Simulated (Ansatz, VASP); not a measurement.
**WC: VASP beside Ansatz**

```
W C
1.0
     0.00000    2.23569    2.23569
     2.23569    0.00000    2.23569
     2.23569    2.23569    0.00000
W C
1 1
Direct
  0.00000 0.00000 0.00000
  0.50000 0.50000 0.50000
```

Change from the starting cell: volume scaled by 1.06.

Alike in both runs: task single point; functional LDA; k mesh 10 × 10 × 10; occupations fermi-dirac, width 0.05 eV; no spin polarisation.

|  | VASP | Ansatz |
| --- | --- | --- |
| version | VASP 6.6.1 | Ansatz 0.2.0 |
| potentials or method | VASP PAW LDA potentials, release 64 (W_sv, C), cutoff 520 eV | all-electron LAPW, scalar-relativistic |

Ansatz gave:

* gap on the k mesh at the Fermi level (eV): none
* pressure (GPa): -33.1

**Question.** What did VASP give for the same quantities?

**Answer.** gap on the k mesh at the Fermi level (eV): none; pressure (GPa): -31.5.

A gap of «none» marks a metal or a gap that the smearing closes. Ansatz ran all-electron here, so the differences hold the error of VASP's frozen core and of both bases.

Caveats: the cell as given lies far from equilibrium (VASP); so large a pressure means that the cell lies far from this level's equilibrium, or that cutoff or potentials fall short (VASP). Spin-orbit coupling is left out, which matters for the levels of W.
